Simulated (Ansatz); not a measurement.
**Thickness series of a Y/MoTe2/Lu junction**

Wanted: T(E), the conductance and its decay constant for Y/MoTe2/Lu. The lower electrode is Y hcp(0001), the upper one Lu hcp(0001); the barrier is MoTe2 2H layers (two layers in the relaxed core). In the first transport cell, after relaxation, the nearest pair of electrode and barrier is Y–Te at 3.10 Å, along the normal, at the lower face and Lu–Te at 3.06 Å, along the normal, at the upper one. All share a net of side 3.66 Å, which strains the lower electrode by +0.0 %, the upper one by +4.0 % and the barrier by +4.0 %, against typed lattice constants near PBE's. The first steps treat the bulk electrodes alone.

Main program and level: Ansatz 0.2.0; PBE+D3(BJ) DFT, plane waves, PAW files, in the first sound run; inputs show where later runs differ.

Most raw output is cut from this account.

### 1. The starting structure

Symmetry: P6_3/mmc, No. 194, hexagonal system. The conventional cell has a = 3.660 Å, b = 3.660 Å, c = 5.670 Å, α = 90.00°, β = 90.00°, γ = 120.00°. Nearest to Y lie 12 Y at 3.54 to 3.66 Å.

### 2. The strained electrode, electrode Y hcp(0001)

The electrode is held to the junction's net and relaxed along the normal; its spacing is used for the ideal lead layers.

input.yaml reads:

```yaml
crystal:
  lattice:
    - [3.66, 0.0, 0.0]
    - [-1.83, 3.1696529779, 0.0]
    - [0.0, 0.0, 5.67]
  atoms:
    - { symbol: "Y", position: [0.0, 0.0, 0.0] }
    - { symbol: "Y", position: [0.3333333333, 0.6666666667, 0.5] }
kpoints:
  mp_grid: { grid: [12, 12, 6] }
scf:
  occupations: { method: fermi_dirac, width: 0.1 }
  max_iter: 150
hamiltonian:
  xc: pbe
  dispersion: d3bj
relax:
  f_tol: 0.01
  max_steps: 40
  cell: { fix: [a, b, angles] }
```

On the command line:

```bash
ansatz run input.yaml --threads 4 --pin off --max-ram 12288MiB --backend cpu --events-out ev --progress --plain --runs-dir out
```

Run time: 3.5 s. Hardware: 4 threads of Arm Neoverse V1, shared host; peak memory 0.39 GiB.

The steps of the relaxation:

```csv
step,energy less that of the first step (eV),largest force component (eV/Å),pressure (GPa),volume (Å³)
1,0.0000,0.0000,-1.62,65.78
2,-0.0047,0.0000,-1.06,64.82
3,-0.0049,0.0000,-0.95,64.63
4*,-0.0048,0.0000,-0.95,64.63
```

Relaxation steps marked * repeat the geometry before them on a plane-wave basis chosen anew for their cell, so energy and pressure can jump there.

The run keeps the 24 symmetry operations that it works with, so distortions that break them were not tested.

```csv
"conventional cell, symmetrised",before,after,change
a (Å),3.660,3.660,+0.0 %
b (Å),3.660,3.660,+0.0 %
c (Å),5.670,5.571,-1.7 %
volume (Å³/atom),32.89,32.32,-1.7 %
```

The relaxed structure:

```cif
data_structure
_symmetry_space_group_name_H-M 'P 1'
_symmetry_Int_Tables_number 1
_cell_length_a 3.6600
_cell_length_b 3.6600
_cell_length_c 5.5714
_cell_angle_alpha 90.000
_cell_angle_beta 90.000
_cell_angle_gamma 120.000
_cell_volume 64.63
loop_
_atom_site_label
_atom_site_type_symbol
_atom_site_fract_x
_atom_site_fract_y
_atom_site_fract_z
_atom_site_occupancy
Y1 Y 0.00000 0.00000 0.00000 1
Y2 Y 0.33333 0.66667 0.50000 1
```

This step gave:

- free energy: -7698.0737 eV
- Fermi energy: 9.505 eV
- pressure: -0.9489 GPa

The cell shrank by 1.7 % in volume.

### 3. The strained electrode, electrode Lu hcp(0001)

System of this step: Lu. The structure is hexagonal, space group P6_3/mmc (No. 194). The conventional cell has a = 3.660 Å, b = 3.660 Å, c = 5.318 Å, α = 90.00°, β = 90.00°, γ = 120.00°. Nearest to Lu lie 12 Lu at 3.40 to 3.66 Å.

input.yaml, the sections that differ from step 2:

```yaml
crystal:
  lattice:
    - [3.66, 0.0, 0.0]
    - [-1.83, 3.1696529779, 0.0]
    - [0.0, 0.0, 5.3177102273]
  atoms:
    - { symbol: Lu, position: [0.0, 0.0, 0.0] }
    - { symbol: Lu, position: [0.3333333333, 0.6666666667, 0.5] }
# kpoints, scf, hamiltonian, relax: as in step 2
```

Wall time 7.3 s (4 threads); peak memory 0.44 GiB; 28 s of CPU time.

The steps of the relaxation:

```csv
step,energy less that of the first step (eV),largest force component (eV/Å),pressure (GPa),volume (Å³)
1,0.0000,0.0000,-4.05,61.69
2,-0.0016,0.0000,-3.72,61.15
3*,-0.0014,0.0000,-3.72,61.15
```

Relaxation steps marked * repeat the geometry before them on a plane-wave basis chosen anew for their cell, so energy and pressure can jump there.

Forces are held to the 24 operations that the run works with; a distortion that breaks them can't arise in this run.

```csv
"conventional cell, symmetrised",before,after,change
a (Å),3.660,3.660,+0.0 %
b (Å),3.660,3.660,+0.0 %
c (Å),5.318,5.271,-0.9 %
volume (Å³/atom),30.85,30.57,-0.9 %
```

The relaxed structure:

```xyz
2
Lattice="3.6600 0.0000 0.0000 -1.8300 3.1697 0.0000 0.0000 0.0000 5.2710" Properties=species:S:1:pos:R:3 pbc="T T T"
Lu    0.0000    0.0000    0.0000
Lu    0.0000    2.1131    2.6355
```

This step gave:

- free energy: -29465.5017 eV
- Fermi energy: 12.94 eV
- pressure: -3.724 GPa

### 4. Relaxation

System of this step: Y/MoTe2/Lu. The cell holds 14 atoms: 4 Y, 4 Te, 2 Mo and 4 Lu. Cell: a = 3.660 Å, b = 3.660 Å, c = 48.902 Å, α = 90.0°, β = 90.0°, γ = 120.0°. Vacuum lies along c.

The starting distances are typed guesses, too rough for a quantity that is exponential in distance. A short slab in vacuum serves: only the barrier and the layers next to it are taken over, and later cells can add or drop layers in the barrier's middle. The dipole correction removes the field that unlike faces would set up across the vacuum. Dispersion is added because the sheets are held by van der Waals forces.

input.yaml reads:

```yaml
crystal:
  lattice:
    - [3.66, 0.0, 0.0]
    - [-1.83, 3.1696529779, 0.0]
    - [0.0, 0.0, 48.9015653409]
  atoms:
    - { symbol: "Y", position: [0.0, 0.0, 0.1635939452] }
    - { symbol: "Y", position: [0.33333333, 0.66666667, 0.2215675495] }
    - { symbol: "Y", position: [0.0, 0.0, 0.2795411538] }
    - { symbol: "Y", position: [0.33333333, 0.66666667, 0.3375147582] }
    - { symbol: Te, position: [0.33333333, 0.66666667, 0.3968175633] }
    - { symbol: Mo, position: [0.0, 0.0, 0.4338306934] }
    - { symbol: Te, position: [0.33333333, 0.66666667, 0.4708438235] }
    - { symbol: Te, position: [0.0, 0.0, 0.5399622653] }
    - { symbol: Mo, position: [0.33333333, 0.66666667, 0.5769753954] }
    - { symbol: Te, position: [0.0, 0.0, 0.6139885255] }
    - { symbol: Lu, position: [0.0, 0.0, 0.6732913307] }
    - { symbol: Lu, position: [0.66666667, 0.33333333, 0.7276629054] }
    - { symbol: Lu, position: [0.0, 0.0, 0.7820344801] }
    - { symbol: Lu, position: [0.66666667, 0.33333333, 0.8364060548] }
kpoints:
  mp_grid: { grid: [8, 8, 1] }
scf:
  occupations: { method: fermi_dirac, width: 0.1 }
  max_iter: 150
hamiltonian:
  xc: pbe
  dispersion: d3bj
efield:
  axis: 3
  dipole_correction: true
relax:
  f_tol: 0.04
  max_steps: 60
output:
  forces: true
```

Wall time 2.4 min (4 threads); peak memory 2.1 GiB; 9.5 min of CPU time.

Relaxation path:

```csv
step,energy less that of the first step (eV),largest force component (eV/Å)
1,0.0000,1.1577
2,-0.0067,1.4441
3,-0.1960,0.1725
4,-0.1952,0.0821
5,-0.2024,0.0078
```

Relaxation step 4 was tried and not accepted.

The run keeps the 6 symmetry operations that it works with, so distortions that break them were not tested.

The atoms that moved most (Å):

```csv
atom,dx,dy,dz,length
Te5,0.000,0.000,0.206,0.206
Te10,0.000,0.000,-0.195,0.195
Y1,0.000,0.000,0.170,0.170
Lu14,0.000,0.000,-0.159,0.159
Mo6,0.000,0.000,0.159,0.159
Mo9,0.000,0.000,-0.142,0.142
Te7,0.000,0.000,0.102,0.102
Lu13,0.000,0.000,-0.089,0.089
```

This step gave:

```yaml
free_energy: -112161.3560 eV
fermi_energy: 7.582 eV
```

The largest force component on a free atom ends at 0.0078 eV/Å. At one or more of this run's solves the program warned of density in the dipole ramp over its bound, where dipole, forces and levels can be off.

### 5. T(E) of the junction

This step: PBE DFT, plane waves, PAW files; ballistic transmission by layer matching between semi-infinite leads (Ansatz 0.2.0).

System of this step: Y/MoTe2/Lu. The cell holds 28 atoms: 11 Y, 4 Te, 2 Mo and 11 Lu. Cell: a = 3.660 Å, b = 3.660 Å, c = 84.576 Å, α = 90.0°, β = 90.0°, γ = 120.0°. Regions: left electrode, 11 atoms (11 Y); barrier, 6 atoms (4 Te and 2 Mo); right electrode, 11 atoms (11 Lu). Vacuum lies along c.

The relaxed core is set between ideal electrode layers (this cell holds 6 atomic planes between the electrodes; where that differs from the relaxed slab, whole periods were copied in or cut out without a new relaxation), which the solver continues as semi-infinite leads. A wide energy window on a coarse mesh (12×12) shows where the Fermi level lies against the barrier's bands; the projected density of states shows how far the metals' states reach in.

input.yaml reads:

```yaml
crystal:
  lattice:
    - [3.66, 0.0, 0.0]
    - [-1.83, 3.1696529779, 0.0]
    - [0.0, 0.0, 84.5756691048]
  atoms:
    - { symbol: "Y", position: [0.33333333, 0.66666667, 0.0827661203] }
    - { symbol: "Y", position: [0.0, 0.0, 0.1157035206] }
    - { symbol: "Y", position: [0.33333333, 0.66666667, 0.148640921] }
    - { symbol: "Y", position: [0.0, 0.0, 0.1815783214] }
    - { symbol: "Y", position: [0.33333333, 0.66666667, 0.2145157217] }
    - { symbol: "Y", position: [0.0, 0.0, 0.2474531221] }
    - { symbol: "Y", position: [0.33333333, 0.66666667, 0.2803905225] }
    - { symbol: "Y", position: [0.0, 0.0, 0.3133279228] }
    - { symbol: "Y", position: [0.33333333, 0.66666667, 0.3462653232] }
    - { symbol: "Y", position: [0.0, 0.0, 0.3792027236] }
    - { symbol: "Y", position: [0.33333333, 0.66666667, 0.4121023447] }
    - { symbol: Te, position: [0.33333333, 0.66666667, 0.4487521995] }
    - { symbol: Mo, position: [0.0, 0.0, 0.4695947327] }
    - { symbol: Te, position: [0.33333333, 0.66666667, 0.4903210564] }
    - { symbol: Te, position: [0.0, 0.0, 0.528052506] }
    - { symbol: Mo, position: [0.33333333, 0.66666667, 0.5488028933] }
    - { symbol: Te, position: [0.0, 0.0, 0.569581324] }
    - { symbol: Lu, position: [0.0, 0.0, 0.605812185] }
    - { symbol: Lu, position: [0.66666667, 0.33333333, 0.6367812176] }
    - { symbol: Lu, position: [0.0, 0.0, 0.6679426245] }
    - { symbol: Lu, position: [0.66666667, 0.33333333, 0.6991040314] }
    - { symbol: Lu, position: [0.0, 0.0, 0.7302654383] }
    - { symbol: Lu, position: [0.66666667, 0.33333333, 0.7614268452] }
    - { symbol: Lu, position: [0.0, 0.0, 0.7925882521] }
    - { symbol: Lu, position: [0.66666667, 0.33333333, 0.823749659] }
    - { symbol: Lu, position: [0.0, 0.0, 0.8549110659] }
    - { symbol: Lu, position: [0.66666667, 0.33333333, 0.8860724728] }
    - { symbol: Lu, position: [0.0, 0.0, 0.9172338797] }
kpoints:
  mp_grid: { grid: [8, 8, 1] }
scf:
  occupations: { method: fermi_dirac, width: 0.1 }
  max_iter: 150
hamiltonian:
  xc: pbe
output:
  transmission:
    kmesh: [12, 12]
    e_range: [-2.5, 2.5]
    de: 0.1
    leads: [[4, 6], [22, 24]]
  dos: { projected: true, e_range: [-6, 5], de: 0.05 }
  write_potential: true
  write_density: true
  volumetric_format: npy
  elf: true
```

It took 8.3 min on 4 threads; peak memory 6.6 GiB.

This step gave:

| Item | Value |
| --- | --- |
| free energy | -242223.6666 eV |
| Fermi energy | 9.489 eV |
| level to which the leads are filled | 0 eV from the Fermi level |
| transmission at the Fermi level (a spin, zone mean) | 0.07479 |
| channels of the lower lead | 1.542 |
| channels of the upper lead | 1.458 |
| potential step in the lower lead | 10 meV |
| potential step in the upper lead | 9.7 meV |

One spin. The transmission, zone mean by energy, zero at the Fermi level:

energy (eV), transmission, zone mean and a bar:
```
    -2.50      0.104 #########
    -2.30      0.233 ####################
    -2.20      0.215 ##################
    -2.00      0.102 #########
    -1.80      0.244 #####################
    -1.60      0.093 ########
    -1.50      0.100 #########
    -1.30      0.085 #######
    -1.10      0.013 #
    -0.90      0.001 
    -0.80      0.000 
    -0.60      0.000 
    -0.40      0.001 
    -0.30      0.034 ###
    -0.10      0.081 #######
     0.00      0.075 ######
     0.10      0.141 ############
     0.30      0.030 ###
     0.40      0.079 #######
     0.60      0.009 #
     0.80      0.048 ####
     0.90      0.080 #######
     1.10      0.131 ###########
     1.30      0.178 ###############
     1.50      0.141 ############
     1.60      0.084 #######
     1.80      0.091 ########
     2.00      0.130 ###########
     2.20      0.239 ####################
     2.30      0.229 ####################
     2.50      0.351 ##############################
```

One spin. The open channels, zone mean by energy, zero at the Fermi level:

```csv
energy (eV),lower lead,upper lead
-2.50,0.424,0.757
-2.30,0.507,0.861
-2.20,0.590,0.861
-2.00,0.632,0.896
-1.80,0.667,0.938
-1.60,0.812,0.896
-1.50,0.812,0.854
-1.30,0.771,0.833
-1.10,0.833,0.694
-0.90,0.583,0.569
-0.80,0.417,0.278
-0.60,0.396,0.431
-0.40,0.785,1.12
-0.30,1.02,1.21
-0.10,1.25,1.46
0.00,1.54,1.46
0.10,1.67,1.67
0.30,0.542,0.625
0.40,0.5,0.694
0.60,0.486,0.611
0.80,0.694,0.528
0.90,0.75,0.694
1.10,0.708,0.625
1.30,1.30,1.08
1.50,1.28,1.28
1.60,1.20,1.07
1.80,1.15,1.18
2.00,1.23,0.951
2.20,1.10,1.10
2.30,1.03,1.40
2.50,1.09,1.06
```

Transmission over k1 and k2. At 0.0000 eV from the Fermi level.

Values, 12 rows by 12 columns:
```
0.002 0.008 0.087 0.067 0.067 0.087 0.008 0.002 0.001 0.101 0.101 0.001
0.097 0.087 0.121 0.289 0.226 0.289 0.121 0.087 0.097 0.101 0.000 0.101
0.032 0.067 0.289 0.120 0.000 0.000 0.120 0.289 0.067 0.032 0.101 0.101
0.097 0.067 0.226 0.000 0.000 0.000 0.000 0.000 0.226 0.067 0.097 0.001
0.002 0.087 0.289 0.000 0.000 0.000 0.000 0.000 0.000 0.289 0.087 0.002
0.001 0.008 0.121 0.120 0.000 0.000 0.000 0.000 0.000 0.120 0.121 0.008
0.002 0.002 0.087 0.289 0.000 0.000 0.000 0.000 0.000 0.000 0.289 0.087
0.097 0.001 0.097 0.067 0.226 0.000 0.000 0.000 0.000 0.000 0.226 0.067
0.032 0.101 0.101 0.032 0.067 0.289 0.120 0.000 0.000 0.120 0.289 0.067
0.097 0.101 0.000 0.101 0.097 0.087 0.121 0.289 0.226 0.289 0.121 0.087
0.002 0.001 0.101 0.101 0.001 0.002 0.008 0.087 0.067 0.067 0.087 0.008
0.001 0.002 0.097 0.032 0.097 0.002 0.001 0.002 0.097 0.032 0.097 0.002
```
Columns: k1 (b1) from -0.5 to 0.417; rows upwards: k2 (b2) from -0.5 to 0.417.

Open channels of the lower lead over k1 and k2. At 0.0000 eV from the Fermi level.

Values, 12 rows by 12 columns:
```
2.00 2.00 2.00 2.00 2.00 2.00 2.00 2.00 2.00 2.00 2.00 2.00
2.00 2.00 1.00 1.00 1.00 1.00 1.00 2.00 2.00 2.00 0.00 2.00
2.00 2.00 1.00 2.00 2.00 2.00 2.00 1.00 2.00 2.00 2.00 2.00
2.00 2.00 1.00 2.00 0.00 0.00 0.00 2.00 1.00 2.00 2.00 2.00
2.00 2.00 1.00 2.00 0.00 0.00 0.00 0.00 2.00 1.00 2.00 2.00
2.00 2.00 1.00 2.00 0.00 0.00 0.00 0.00 0.00 2.00 1.00 2.00
2.00 2.00 2.00 1.00 2.00 0.00 0.00 0.00 0.00 2.00 1.00 2.00
2.00 2.00 2.00 2.00 1.00 2.00 0.00 0.00 0.00 2.00 1.00 2.00
2.00 2.00 2.00 2.00 2.00 1.00 2.00 2.00 2.00 2.00 1.00 2.00
2.00 2.00 0.00 2.00 2.00 2.00 1.00 1.00 1.00 1.00 1.00 2.00
2.00 2.00 2.00 2.00 2.00 2.00 2.00 2.00 2.00 2.00 2.00 2.00
2.00 2.00 2.00 2.00 2.00 2.00 2.00 2.00 2.00 2.00 2.00 2.00
```
Columns: k1 (b1) from -0.5 to 0.417; rows upwards: k2 (b2) from -0.5 to 0.417.

Open channels of the upper lead over k1 and k2. At 0.0000 eV from the Fermi level.

Ten even steps from '_' (0.00) to '@' (2.00):
```
@@@@@@@@@@@@@@@@@@@@@@@@
@@@@@@++@@++@@@@@@@@__@@
@@@@++@@____@@++@@@@@@@@
@@@@@@__________@@@@@@@@
@@@@++____________++@@@@
@@@@@@@@__________@@@@@@
@@@@@@++____________++@@
@@@@@@@@@@__________@@@@
@@@@@@@@@@++@@____@@++@@
@@@@__@@@@@@@@++@@++@@@@
@@@@@@@@@@@@@@@@@@@@@@@@
@@@@@@@@@@@@@@@@@@@@@@@@
```
Columns: k1 (b1) from -0.5 to 0.417; rows upwards: k2 (b2) from -0.5 to 0.417.

Projected DOS an atom over height of the atomic layer and energy from the Fermi level. Layers: Y Y Y Y Y Y Y Y Y Y Y Te Mo Te Te Mo Te Lu Lu Lu Lu Lu Lu Lu Lu Lu Lu Lu; projections on atoms miss part of the total, and the computed bands can run out at the top of the range; a column is the mean of 2 neighbouring layers, the last of those left over.

Values in states/eV, 22 rows by 14 columns, each cell a mean:
```
 2  2  2  2  2  1  1  1  1  1  1  1  1  1
 1  1  1  1  1  1  1  1  1  1  1  1  1  1
 2  1  1  1  1  1  2  2  1  1  1  1  1  1
 2  2  2  2  2  1  1  1  1  1  1  2  1  2
 2  2  2  2  2  1  0  0  1  2  1  1  2  2
 1  1  1  1  1  1  0  0  0  1  1  1  1  1
 1  1  1  1  1  1  0  0  0  1  1  1  1  1
 1  1  1  1  1  1  1  1  1  1  1  1  1  1
 1  1  1  1  1  1  2  2  1  1  1  1  1  1
 1  1  1  1  1  1  1  1  1  1  1  1  1  1
 0  0  0  0  0  0  1  1  0  1  1  1  1  1
 0  0  0  0  0  1  2  2  1  1  1  1  1  1
 0  0  0  0  0  1  1  1  1  0  0  0  0  0
 0  0  0  0  0  0  1  1  1  0  0  0  0  0
 0  0  0  0  0  1  1  1  1  0  0  0  0  0
 0  0  0  0  0  0  1  1  0  0  0  0  0  0
 0  0  0  0  0  1  1  1  1  0  0  0  0  0
 0  0  0  0  0  1  1  1  1  0  0  0  0  0
 0  0  0  0  0  0  0  1  1 35 32 32 31 21
 0  0  0  0  0  1  1  1  2  7 10 10 10  0
 0  0  0  0  0  1  1  1 20  0  0  0  0 20
 0  0  0  0  0  0  0  0  0  0  0  0  0  1
```
Columns: height of the atomic layer (Å) from 8.39 to 76.3 (not evenly spaced); rows upwards: energy from the Fermi level (eV) from -6 to 1.35.

ELF in the ca plane at fractional y = 1.000, with atoms of Y and Mo and Te and Lu within 0.2 Å of it. It is the smooth field of the valence electrons, not physical close to the nuclei.

Ten even steps from '0' (0.02) to '9' (0.86), each cell a mean:
```
10015862003442353001585159998315787752389996
32103875335642355334685127985124544442158973
65311576556532256656663002331122111122112321
66620134554211124554421111112331011013321112
67740001222112112221101123345531022113543334
67630013343112113433211112224431011113432224
66410366666421236666642101111232111123211111
43102776445632356545674114663123322232135641
21005863114542354112685148997215666652279994
10016851002442343010485169999415888852399997
```
Columns run along c (16.0 Å, from fractional 0.49 to 0.68 of the cell), rows up along a (3.7 Å). Atoms in or near the plane, at fractional coordinates: Te at (0.53, 0.00), Te at (0.57, 0.00), Lu at (0.61, 0.00), Lu at (0.67, 0.00).

Electrostatic potential energy in the ca plane at fractional y = 1.000, with atoms of Y and Mo and Te and Lu within 0.2 Å of it. With pseudopotentials it is smooth inside the atoms' cores, unlike the true potential.

Ten even steps from '0' (-48 eV) to '9' (13 eV), each cell a mean:
```
85100268999999999999985000179999999779996799
87422589999999999999997312589999999867866899
98767899999889999999998777899999999987778999
99989999988888999988889999998889999999999988
99999999987778999987789999998778999999999887
99999999988788999987789999998788999999999888
99888899998889999998899888898889999998889988
98644689999999999999998644789999999976667899
86200379999999999999996100379999999869986899
84000168999999999999984000169999999779997799
```
Columns run along c (16.0 Å, from fractional 0.36 to 0.55 of the cell; values clipped at the 3rd and 97th percentile), rows up along a (3.7 Å). Atoms in or near the plane, at fractional coordinates: Y at (0.38, 0.00), Mo at (0.47, 0.00), Te at (0.53, 0.00).

Valence density in the ca plane at fractional y = 1.000, with atoms of Y and Mo and Te and Lu within 0.2 Å of it. It is the smooth field of the valence electrons, not physical close to the nuclei.

Values in e/Å³, 6 rows by 16 columns, each cell a mean:
```
 0  0  3  6  0  0  7  2  0 13  3  0  0  0  8  8
 0  0  0  1  0  0  1  0  0  1  0  0  0  0  0  0
 0  0  0  0  0  0  0  0  0  0  0  0  0  0  0  0
 0  0  0  0  0  0  0  0  0  0  0  0  0  0  0  0
 0  0  1  1  0  0  1  0  0  2  1  0  0  0  1  1
 0  0  4  8  0  0 10  2  0 20  5  0  0  0 12 13
```
Columns run along c (16.0 Å, from fractional 0.49 to 0.68 of the cell), rows up along a (3.7 Å). Atoms in or near the plane, at fractional coordinates: Te at (0.53, 0.00), Te at (0.57, 0.00), Lu at (0.61, 0.00), Lu at (0.67, 0.00).

At the Fermi level the transmission is 0.075, as a zone mean for one spin on this coarse mesh. At the Fermi level the layers of this cell's barrier hold from 0.076 to 0.87 states an eV and atom: none is empty there, through tails of the electrodes' states or through bands of its own. In the worse lead the potential repeats within 10 meV, which the program lets pass.

(Continued in part 2 of 2.)

[Logs are printed without paths, hosts, clocks, repeated set-up lines and the standing remarks that a program may print on its own settings, such as how far it seeks lower states.]

[Hosts, paths, dates, database ids (printed as entryN), source tags and the programs' standing remarks are cut or masked in the printed files.]
